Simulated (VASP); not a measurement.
# MnO₂: DFT+U with U raised in steps, by symmetry

MnO₂, Pmmn (no. 59), 6 atoms in the cell. PBE, DFT+U, U raised in steps; PAW potentials Mn_pv, O (PBE set).

| Symmetry (ISYM) | U at once less U in steps (meV/atom) | Gap with U at once (eV) | Time (s) |
|---|---|---|---|
| 0 | 0.0 | 0.00 | 137 |
| 2 | 0.0 | 0.00 | 72 |

## Input of the first row

INCAR.step1:
```
ALGO = Normal ; AMIX = 0.2
AMIX_MAG = 0.8 ; BMIX = 1E-4
BMIX_MAG = 1E-4 ; EDIFF = 1E-6
ENCUT = 520 ; GGA = PE
ISMEAR = 0 ; ISPIN = 2
ISYM = 0 ; LASPH = True
LCHARG = True ; LDAU = True
LDAUJ = 0 0 ; LDAUL = 2 -1
LDAUPRINT = 1 ; LDAUTYPE = 2
LDAUU = 0 0 ; LMAXMIX = 4
LORBIT = 11 ; LREAL = False
LWAVE = True ; MAGMOM = 5 5 0 0 0 0
NELM = 200 ; PREC = Accurate
SIGMA = 0.05
```

INCAR.step2, as INCAR.step1 but for:
```
- LDAUU = 0 0
+ ICHARG = 1
+ ISTART = 1
+ LDAUU = 1 0
```

INCAR.step3, as INCAR.step2 but for:
```
- LDAUU = 1 0
+ LDAUU = 2 0
```

INCAR.step4 to INCAR.step5 change the same tag again: LDAUU = 3 0, 4 0.

INCAR.step6, as INCAR.step5 but for:
```
- ICHARG = 1
- ISTART = 1
- LCHARG = True
- LWAVE = True
+ LCHARG = False
+ LWAVE = False
```

KPOINTS:
```
k-points
0
Gamma
  7 5 3
```

POSCAR:
```
MnO2
1.0
    2.9041580000      0.0000000000      0.0000000000
    0.0000000000      3.8448100000      0.0000000000
    0.0000000000      0.0000000000      6.1642640000
Mn O
2 4
Direct
    0.5000000000      0.5000000000      0.3433015000
    0.0000000000      0.0000000000      0.6566985000
    0.5000000000      0.0000000000      0.8375675000
    0.0000000000      0.5000000000      0.1624325000
    0.5000000000      0.0000000000      0.4217995000
    0.0000000000      0.5000000000      0.5782005000
```

Commands (each step's output is kept before the next begins):
```
cat potpaw_PBE.64/Mn_pv/POTCAR potpaw_PBE.64/O/POTCAR > POTCAR
cp INCAR.step1 INCAR
mpirun -np 4 vasp_std > vasp.out
cp INCAR.step2 INCAR
mpirun -np 4 vasp_std > vasp.out
cp INCAR.step3 INCAR
mpirun -np 4 vasp_std > vasp.out
cp INCAR.step4 INCAR
mpirun -np 4 vasp_std > vasp.out
cp INCAR.step5 INCAR
mpirun -np 4 vasp_std > vasp.out
rm WAVECAR CHGCAR CHG
cp INCAR.step6 INCAR
mpirun -np 4 vasp_std > vasp.out
```

Changes of the last row against the first:
```
(all steps)
- ISYM = 0
+ ISYM = 2
```

VASP 6.6.1 took 137 s on 4 cores (Intel Xeon 6975P-C (Granite Rapids)), a shared host.
